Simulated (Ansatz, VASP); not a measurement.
BN: VASP beside Ansatz

```
B N
1.0
     2.49824    0.00000    0.00000
    -1.24912    2.16354    0.00000
     0.00000    0.00000    6.63570
B N
2 2
Direct
  0.33333 0.66667 0.25000
  0.66667 0.33333 0.75000
  0.33333 0.66667 0.75000
  0.66667 0.33333 0.25000
```

Alike in both runs: functional LDA; k mesh 12 × 12 × 4; no spin polarisation.

Ansatz relaxed the structure, and its values are those at the end. VASP's run is a single point on that final structure, the one shown.

|  | VASP | Ansatz |
| --- | --- | --- |
| version | VASP 6.6.1 | Ansatz 0.2.0 |
| potentials or method | VASP PAW LDA potentials, release 64 (B, N) | scalar-relativistic, plane waves, PAW |
| plane-wave cutoff (eV) | 520 | 420 |
| occupations | gaussian, width 0.01 eV | fixed |
| valence electrons in the cell | 16 | 16 |

```tsv
	VASP	Ansatz	Ansatz less VASP
gap on the k mesh at the Fermi level (eV)	4.09	4.10	+0.017
least direct gap on the mesh (eV)	4.51	4.52	+0.011
pressure (GPa)	-2.5	-2.9	-0.45
```

Ansatz warned: «stress_scf_threshold_loose».

A k mesh can miss the band edges. LDA gaps usually lie below the measured ones, often by a third to a half.
